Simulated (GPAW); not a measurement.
The system is HgSe.

```
Hg Se
1.0
     0.00000    3.03900    3.03900
     3.03900    0.00000    3.03900
     3.03900    3.03900    0.00000
Hg Se
1 1
Direct
  0.00000 0.00000 0.00000
  0.75000 0.75000 0.75000
```

Program: GPAW 26.7.0. Alike in all runs: no spin polarisation; cell as given. Hardware: 1 thread of Arm Neoverse V2, with other jobs on the host.

Task: Order these runs on this cell by their wall time, lowest first.
A. task optical spectrum; level BLYP; potentials or basis PAW data sets generated in the run's folder for this functional, pw; k mesh 6 × 6 × 6; cutoff (eV) 500; smearing fermi-dirac 0.05 eV; maxiter 150; eigensolver davidson niter=2; kernel RPA; eta 0.1 eV; response ecut 40 eV
B. task single point; level BLYP; potentials or basis PAW data sets generated in the run's folder for this functional, pw; k mesh 6 × 6 × 6; cutoff (eV) 500; smearing fermi-dirac 0.05 eV; maxiter 80; eigensolver davidson niter=2
C. task electron localisation function; level PBE; potentials or basis GPAW PAW data sets (gpaw-data 1.2.1), pw; k mesh 5 × 5 × 5; cutoff (eV) 510; smearing fermi-dirac 0.01 eV; maxiter 150

Result: C (6.1 s), B (12 s), A (390 s).

Caveats: the intraband term hangs on this k mesh (some runs); the long-wavelength limit can be off by several per cent where d states take part (some runs); independent-particle spectra lack excitons (some runs).
